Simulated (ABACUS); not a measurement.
# Au (Fm-3m) in ABACUS: notebook

One crystal, Au, is run at these levels: BP86, r2SCAN; tasks: single point.

All numbers are computed with ABACUS 3.10.1; they aren't measurements. Logs are shortened: lines on timing, memory, paths and dates and some standing lists are left out, and cuts for length are marked.

## (1) The structure

It takes space group Fm-3m (No. 225, cubic). The conventional cell has a = 4.070 Å, b = 4.070 Å, c = 4.070 Å, α = 90.00°, β = 90.00°, γ = 90.00°. Au (site symmetry m-3m) has 12 Au at 2.88 Å as nearest neighbours.

## (2) Single point, BP86

File run_abacus.py:

```python
"""ABACUS run from a structure file: ASE reads it, the script writes STRU, KPT and INPUT."""
import re
import subprocess
from ase.io import read
from ase.units import Bohr

atoms = read("Au.cif")
atoms = atoms[(-atoms.numbers).argsort(kind="stable")]  # ABACUS lists atoms element by element
pseudo = {'Au': '79_Au_19_2.4_2.5_pbe_n_v1.0.upf'}
orbital = {}
magmoms = None
kmesh = [9, 9, 9]
params = {
    'suffix': 'Au',
    'calculation': 'scf',
    'basis_type': 'pw',
    'pseudo_dir': './',
    'symmetry': 1,
    'dft_functional': 'GGA_X_B88+GGA_C_P86',
    'ecutwfc': 76,
    'pseudo_rcut': 10,
    'nspin': 1,
    'nbands': 20,
    'ks_solver': 'dav',
    'smearing_method': 'fd',
    'smearing_sigma': 0.00367493,
    'scf_thr': 1e-08,
    'scf_nmax': 100,
    'mixing_type': 'broyden',
    'mixing_beta': 0.7,
    'cal_force': 1,
    'cal_stress': 1,
    'out_chg': 1,
    'kpar': 4,
}

symbols = atoms.get_chemical_symbols()
elements = list(dict.fromkeys(symbols))
lines = ["ATOMIC_SPECIES"] + [f"{e} {atoms.get_masses()[symbols.index(e)]:.4f} {pseudo[e]}" for e in elements]
if orbital:
    lines += ["", "NUMERICAL_ORBITAL"] + [orbital[e] for e in elements]
lines += ["", "LATTICE_CONSTANT", f"{1 / Bohr:.10f}", "", "LATTICE_VECTORS"]
lines += [" ".join(f"{x:.10f}" for x in v) for v in atoms.cell]
lines += ["", "ATOMIC_POSITIONS", "Direct"]
for e in elements:
    lines += ["", e, "0.0", str(symbols.count(e))]
    for i, p in enumerate(atoms.get_scaled_positions(wrap=False)):
        if symbols[i] == e:
            mag = "" if magmoms is None else " mag " + " ".join(str(x) for x in (magmoms[i] if isinstance(magmoms[i], list) else [magmoms[i]]))
            lines.append(" ".join(f"{x:.10f}" for x in p) + " 1 1 1" + mag)
open("STRU", "w").write("\n".join(lines) + "\n")
open("KPT", "w").write("K_POINTS\n0\nGamma\n%d %d %d 0 0 0\n" % tuple(kmesh))
open("INPUT", "w").write("INPUT_PARAMETERS\n" + "".join(f"{k:<20s}{v}\n" for k, v in params.items()))

done = subprocess.run(['mpirun', '-np', '4', 'abacus'])
if done.returncode:
    raise SystemExit(done.returncode)
log = open("OUT.Au/running_scf.log").read()
print("final energy (eV):", re.findall(r"FINAL_ETOT_IS (\S+)", log))
```

File Au.cif:

```cif
data_Au
_cell_length_a 2.87792460
_cell_length_b 2.87792460
_cell_length_c 2.87792460
_cell_angle_alpha 60.00000000
_cell_angle_beta 60.00000000
_cell_angle_gamma 60.00000000
_space_group_name_H-M_alt 'P1'
_space_group_name_Hall 'P 1'
_space_group_IT_number 1
loop_
_space_group_symop_operation_xyz
'x,y,z'
loop_
_atom_site_label
_atom_site_type_symbol
_atom_site_symmetry_multiplicity
_atom_site_Wyckoff_symbol
_atom_site_fract_x
_atom_site_fract_y
_atom_site_fract_z
_atom_site_occupancy
Au1 Au 1 a 0.0000000000 0.0000000000 0.0000000000 1
```

Potentials or basis: SPMS ONCV 1.0 PBE, plane waves.

Command:

```
> OMP_NUM_THREADS=1 python run_abacus.py > log
```

running log:

```text
ABACUS v3.10.1

               Atomic-orbital Based Ab-initio Computation at UStc

 ------------------------------------------------------------------------------------

 READING GENERAL INFORMATION
                           global_out_dir = OUT.Au/
                           global_in_card = INPUT
                               pseudo_dir = ./
                              orbital_dir =
                                    DSIZE = 4
                                    GSIZE = 1

 READING UNITCELL INFORMATION
                                    ntype = 1
                  lattice constant (Bohr) = 1.88973
              lattice constant (Angstrom) = 1

 READING ATOM TYPE 1
                               atom label = Au
                      L=0, number of zeta = 1
                      L=1, number of zeta = 1
                      L=2, number of zeta = 1
             number of atom for this type = 1

                        TOTAL ATOM NUMBER = 1
DIRECT COORDINATES
    atom                   x                   y                   z     mag                  vx                  vy                  vz
taud_Au1            0.0000000000        0.0000000000        0.0000000000  0.0000        0.0000000000        0.0000000000        0.0000000000

                          Volume (Bohr^3) = 113.742
                             Volume (A^3) = 16.8548

 Lattice vectors: (Cartesian coordinate: in unit of a_0)
             +2.87792                  +0                  +0
             +1.43896            +2.49236                  +0
             +1.43896           +0.830785            +2.34982
 Reciprocal vectors: (Cartesian coordinate: in unit of 2 pi/a_0)
            +0.347473           -0.200613           -0.141855
                   -0           +0.401227           -0.141855
                   +0                  -0           +0.425565
 The esolver type has been set to : ksdft_pw

                PAO radial cut off (Bohr) = 10

 Read in pseudopotential file is 79_Au_19_2.4_2.5_pbe_n_v1.0.upf
                     pseudopotential type = NC
          exchange-correlation functional = PBE
                 nonlocal core correction = 1
                        valence electrons = 19
                                     lmax = 3
                           number of zeta = 4
                     number of projectors = 7
                           L of projector = 0
                           L of projector = 0
                           L of projector = 1
                           L of projector = 1
                           L of projector = 2
                           L of projector = 2
                           L of projector = 3
 XC functional updated to : GGA_X_B88+GGA_C_P86
          exchange-correlation functional = GGA_X_B88+GGA_C_P86
     initial pseudo atomic orbital number = 10

 SETUP THE ELECTRONS NUMBER
            electron number of element Au = 19
      total electron number of element Au = 19
            AUTOSET number of electrons:  = 19
                           occupied bands = 10
                                   NBANDS = 20
                                   NLOCAL = 9

%%%%%%%%%%%%%%%%%%%%%%%%%%%%%%%%%%%%%%%%%%%%%%%%%%%%%%%%%%%%%%%%%%%%%%%%%%%%%%%%%%%%%%%%%%%%%%%%%%%%%%%%%%
 Warning: the number of valence electrons in pseudopotential > 11 for Au: [Xe] 4f14 5d10 6s1
 Pseudopotentials with additional electrons can yield (more) accurate outcomes, but may be less efficient.
 If you're confident that your chosen pseudopotential is appropriate, you can safely ignore this warning.
%%%%%%%%%%%%%%%%%%%%%%%%%%%%%%%%%%%%%%%%%%%%%%%%%%%%%%%%%%%%%%%%%%%%%%%%%%%%%%%%%%%%%%%%%%%%%%%%%%%%%%%%%%

 SETUP THE PLANE WAVE BASIS
 energy cutoff for charge/potential (unit:Ry) = 304
            fft grid for charge/potential = [ 32, 32, 32 ]
                        fft grid division = [ 1, 1, 1 ]
        big fft grid for charge/potential = [ 32, 32, 32 ]
                                     nbxx = 32768
                                     nrxx = 32768

 SETUP PLANE WAVES FOR CHARGE/POTENTIAL
                    number of plane waves = 10081
                         number of sticks = 613

 PARALLEL PW FOR CHARGE/POTENTIAL
     PROC   COLUMNS(POT)             PW
        1            613          10081
 --------------- sum -------------------
        1            613          10081
                            number of |g| = 153
                                  max |g| = 27.2866
                                  min |g| = 0

----------- Double Check Mixing Parameters Begin ------------
mixing_type: broyden
mixing_beta: 0.7
mixing_gg0: 1
mixing_gg0_min: 0.1
mixing_ndim: 8
----------- Double Check Mixing Parameters End ------------

 LATTICE VECTORS: (CARTESIAN COORDINATE: IN UNIT OF A0)
             +2.87792                  +0                  +0
             +1.43896            +2.49236                  +0
             +1.43896           +0.830785            +2.34982
                       right hand lattice = 1
                                   NORM_A = 2.87792
                                   NORM_B = 2.87792
                                   NORM_C = 2.87792
                           ALPHA (DEGREE) = 60
                           BETA  (DEGREE) = 60
                           GAMMA (DEGREE) = 60

 The lattice vectors have been changed (STRU_SIMPLE.cif)

(for optimal symmetric configuration:)
                             BRAVAIS TYPE = 3
                     BRAVAIS LATTICE NAME = 03. Cubic F (face-centered)
                                    ibrav = 3
                                    IBRAV = 3
                                  BRAVAIS = FACE CENTERED CUBIC
                       LATTICE CONSTANT A = 4.07
Original cell was already a primitive cell.
                        ROTATION MATRICES = 48
              PURE POINT GROUP OPERATIONS = 48
                   SPACE GROUP OPERATIONS = 48
                              POINT GROUP = O_h
               POINT GROUP IN SPACE GROUP = O_h

 SETUP K-POINTS
                                    nspin = 1
                   Input type of k points = Monkhorst-Pack(Gamma)
                                   nkstot = 729
                       right hand lattice = 1
(for reciprocal lattice: )
                             BRAVAIS TYPE = 2
                     BRAVAIS LATTICE NAME = 02. Cubic I (body-centered)
                                    ibrav = 2
                       right hand lattice = 1
(for k-lattice: )
                             BRAVAIS TYPE = 2
                     BRAVAIS LATTICE NAME = 02. Cubic I (body-centered)
                                    ibrav = 2
                       right hand lattice = 1
                        ROTATION MATRICES = 48
                               nkstot_ibz = 35
K-POINTS REDUCTION ACCORDING TO SYMMETRY
     IBZ    DIRECT_X    DIRECT_Y    DIRECT_Z  WEIGHT  ibz2bz
       1  0.00000000  0.00000000  0.00000000  0.0014       0
       2  0.11111111  0.11111111  0.11111111  0.0110       1
       3  0.22222222  0.22222222  0.22222222  0.0110       2
       4  0.33333333  0.33333333  0.33333333  0.0110       3
       5  0.44444444  0.44444444  0.44444444  0.0110       4
       6  0.11111111  0.11111111  0.00000000  0.0082      10
[... 22 lines left out ...]
      29  0.44444444  0.33333333  0.11111111  0.0329     112
      30 -0.44444444  0.44444444  0.22222222  0.0658     113
[... 5 further k points ...]

                               nkstot now = 35
[... K-POINTS DIRECT COORDINATES: 35 rows ...]

           k-point number in this process = 9
       minimum distributed K point number = 8
[... stars of the k points ...]

[... K-POINTS CARTESIAN COORDINATES: 9 rows ...]

[... K-POINTS DIRECT COORDINATES: 9 rows ...]

 SETUP PLANE WAVES FOR WAVE FUNCTIONS
     energy cutoff for wavefunc (unit:Ry) = 76
              fft grid for wave functions = [ 32, 32, 32 ]
                    number of plane waves = 1471
                         number of sticks = 169

 PARALLEL PW FOR WAVE FUNCTIONS
     PROC   COLUMNS(POT)             PW
        1            169           1471
 --------------- sum -------------------
        1            169           1471

 SETUP NONLOCAL PSEUDOPOTENTIALS IN PLANE WAVE BASIS
 Au non-local projectors:
 projector 1 L=0
 projector 2 L=0
 projector 3 L=1
 projector 4 L=1
 projector 5 L=2
 projector 6 L=2
 projector 7 L=3
      TOTAL NUMBER OF NONLOCAL PROJECTORS = 25

 Init Non-Local PseudoPotential table :
 Init Non-Local-Pseudopotential done.

                                     npwx = 1290

 Make real space PAO into reciprocal space.
       max mesh points in Pseudopotential = 1001
     dq(describe PAO in reciprocal space) = 0.01
                                    max q = 1050

 number of pseudo atomic orbitals for Au is 4
WARNING: norm of atomic wavefunction # 4 of atomic type Au is 0.999951, renormalized

 -------------------------------------------
 SELF-CONSISTENT
 -------------------------------------------
                                 init_chg = atomic

 PW ALGORITHM --------------- ION=   1  ELEC=   1--------------------------------
 Notice: Threshold on eigenvalues was too large.
 hsover_error=0.19 > DRHO=0.0547144
 Origin diag ethr = 0.01
 New diag ethr = 0.00028797

 Density error is 0.0546282467818
                          Error Threshold = 0.000287970426231
----------------------------------------------------------
     Energy           Rydberg                 eV
----------------------------------------------------------
 E_KohnSham     -287.2348766408      -3908.0309866419
 E_Harris       -289.7727108323      -3942.5599922251
 E_Fermi        1.6076757861         21.8735512279
----------------------------------------------------------
[... 51 lines left out ...]
 Density error is 5.02236008504e-10
                          Error Threshold = 1.00724697296e-09
----------------------------------------------------------
     Energy           Rydberg                 eV
----------------------------------------------------------
 E_KohnSham     -287.2507602510      -3908.2470942449
 E_KS(sigma->0) -287.2507423012      -3908.2468500264
 E_Harris       -287.2509156831      -3908.2492090071
 E_band         -13.9966314936       -190.4339411197
 E_one_elec     -72.1098782599       -981.1052264213
 E_Hartree      47.2152482493        642.3964086751
 E_xc           -47.1571182445       -641.6055093855
 E_Ewald        -215.1989760964      -2927.9322786763
 E_entropy(-TS) -0.0000358994        -0.0004884369
 E_descf        0.0000000000         0.0000000000
 E_exx          0.0000000000         0.0000000000
 E_Fermi        1.5837685981         21.5482772480
----------------------------------------------------------

 charge density convergence is achieved
 final etot is -3908.2470942 eV
 EFERMI = 21.548277248 eV

 STATE ENERGY(eV) AND OCCUPATIONS    NSPIN == 1
 1/9 kpoint (Cartesian) = 0.0000 0.0000 0.0000 (1243 pws)
       1       -84.0477     0.00274348
       2       -35.2887     0.00274348
       3       -35.2887     0.00274348
       4       -35.2887     0.00274348
       5        11.5500     0.00274348
       6        16.8119     0.00274348
[... 12 lines left out ...]
      19        51.3141        0.00000
      20        51.3141        0.00000
[... 93 lines left out ...]
       4       -35.2991      0.0164609
       5        12.1249      0.0164609
       6        16.5205      0.0164609
[... 12 lines left out ...]
      19        50.1350        0.00000
      20        54.9806        0.00000

[... levels at 3 further k points ...]

------------------------------------------------------------------------------------------
 TOTAL-FORCE (eV/Angstrom)
------------------------------------------------------------------------------------------
                       Au1         0.0000000000         0.0000000000         0.0000000000
------------------------------------------------------------------------------------------

----------------------------------------------------------------
 TOTAL-STRESS (KBAR)
----------------------------------------------------------------
       116.4807574989        -0.0000000000        -0.0000000000
        -0.0000000000       116.4807574967        -0.0000000017
        -0.0000000000        -0.0000000017       116.4807574957
----------------------------------------------------------------
 TOTAL-PRESSURE: 116.480757 KBAR

 --------------------------------------------
 !FINAL_ETOT_IS -3908.2470942448981077 eV
 --------------------------------------------
```

Run time: 3.7 s. Hardware: 4 MPI ranks of AMD EPYC 9R14 (Zen 4), shared host; peak memory 0.36 GiB.

What came out:

| Item | Value |
| --- | --- |
| Free energy | -3908.2471 eV |
| Pressure | 11.6 GPa |
| Band gap on the k mesh | none (metal or under the smearing width) |

Caveat: the potentials were made for another functional, which shifts forces and pressure. Spin-orbit coupling is left out, which matters for the levels of Au.

## (3) Single point, r2SCAN

Changes to run_abacus.py since step 2:

```diff
@@ -6,8 +6,8 @@
 
-atoms = read("Au.cif")
+atoms = read("POSCAR")
 atoms = atoms[(-atoms.numbers).argsort(kind="stable")]  # ABACUS lists atoms element by element
-pseudo = {'Au': '79_Au_19_2.4_2.5_pbe_n_v1.0.upf'}
+pseudo = {'Au': 'Au_ONCV_PBE-1.2.upf'}
 orbital = {}
 magmoms = None
-kmesh = [9, 9, 9]
+kmesh = [7, 7, 7]
 params = {
@@ -18,4 +18,4 @@
     'symmetry': 1,
-    'dft_functional': 'GGA_X_B88+GGA_C_P86',
-    'ecutwfc': 76,
+    'dft_functional': 'MGGA_X_R2SCAN+MGGA_C_R2SCAN',
+    'ecutwfc': 88,
     'pseudo_rcut': 10,
@@ -32,2 +32,3 @@
     'cal_stress': 1,
+    'mixing_tau': 1,
     'out_chg': 1,
```

File POSCAR:

```
Au
1.0
    0.0000000000      2.0350000000      2.0350000000
    2.0350000000      0.0000000000      2.0350000000
    2.0350000000      2.0350000000      0.0000000000
Au
1
Direct
    0.0000000000      0.0000000000      0.0000000000
```

Potentials or basis: SG15 ONCV 1.2 PBE, plane waves.

Command:

```
> OMP_NUM_THREADS=1 python run_abacus.py > log
```

Wall time 14 s (4 MPI ranks of Intel Xeon Platinum 8488C (Sapphire Rapids), shared host); peak memory 0.36 GiB.

It converged, with:

```
Free energy            : -3737.9443 eV
Pressure               : 5.7 GPa
Band gap on the k mesh : none (metal or under the smearing width)
```

Levels at points of the mesh, in eV from the Fermi level:
```
           k point  band 8  band 9  band 10  band 11  band 12  band 13
(0.00, 0.00, 0.00)   -4.58   -3.01    -3.01    15.53    19.70    19.70
```

Caveat: the k mesh is coarse (spacing up to 0.38 Å⁻¹), so the values aren't converged; the potentials were made for another functional, which shifts forces and pressure.
